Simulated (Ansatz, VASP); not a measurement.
Two plane-wave programs on Al

```
Al
1.0
    -1.41348    1.41348    1.99906
     1.41348   -1.41348    1.99906
     1.41348    1.41348   -1.99906
Al
1
Direct
  0.00000 0.00000 0.00000
```

Alike in both runs: functional r2SCAN; k mesh 8 × 8 × 8; occupations gaussian, width 0.1 eV; no spin polarisation.

Ansatz relaxed the structure, and its values are those at the end. VASP's run is a single point on that final structure, the one shown.

|  | VASP | Ansatz |
| --- | --- | --- |
| version | VASP 6.6.1 | Ansatz 0.2.0 |
| potentials or method | VASP PAW PBE potentials, release 64 (Al) | scalar-relativistic, plane waves, PAW |
| plane-wave cutoff (eV) | 520 | 500 |
| valence electrons in the cell | 3 | 3 |

|  | VASP | Ansatz | Ansatz less VASP |
| --- | --- | --- | --- |
| gap on the k mesh at the Fermi level (eV) | none | none | - |
| pressure (GPa) | -0.4 | 0.0 | +0.35 |

A gap of «none» marks a metal or a gap that the smearing closes.

Caveats: the k mesh is coarse (spacing up to 0.39 Å⁻¹), so the values aren't converged; the PAW data sets were made with another functional, which shifts forces and pressure a little (VASP).
